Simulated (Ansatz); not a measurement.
Runs of Ansatz 0.2.0 on W. It takes space group Fm-3m (No. 225, cubic). The conventional cell has a = 4.060 Å, b = 4.060 Å, c = 4.060 Å, α = 90.00°, β = 90.00°, γ = 90.00°. W (site symmetry m-3m) is surrounded by 12 W at 2.87 Å. This isn't the form of W at room conditions, which is bcc.

```csv
level,gap on the mesh (eV),pressure (GPa),relaxed volume (Å³/atom)
RPBE,none,0.0,16.65
revPBE,none,0.0,16.59
PBEsol,none,0.0,(b)
LDA,none,0.0,15.72
BLYP,none,0.0,(a)
```

Alike in all rows: task relaxation of cell and atoms; potentials or basis Ansatz PAW; no spin polarisation; cell relaxed; k mesh 11 × 11 × 11; cutoff (eV) 420; smearing fermi-dirac 0.05 eV.

Question: Fill in the values left out.

Answer: (a) 17.03; (b) 16.00.

Caveats: the plane-wave basis is chosen anew once the cell has moved, so the energies of steps on either side of that aren't comparable; the PAW data sets come from PBE, with cores solved anew for the run's functional, which leaves a small shift of forces and pressure.

A k mesh can miss the band edges, and the runs leave out spin-orbit coupling on W.

A gap of «none» marks a metal or a gap under the smearing width.

Runs at the PBE level aren't shown here.
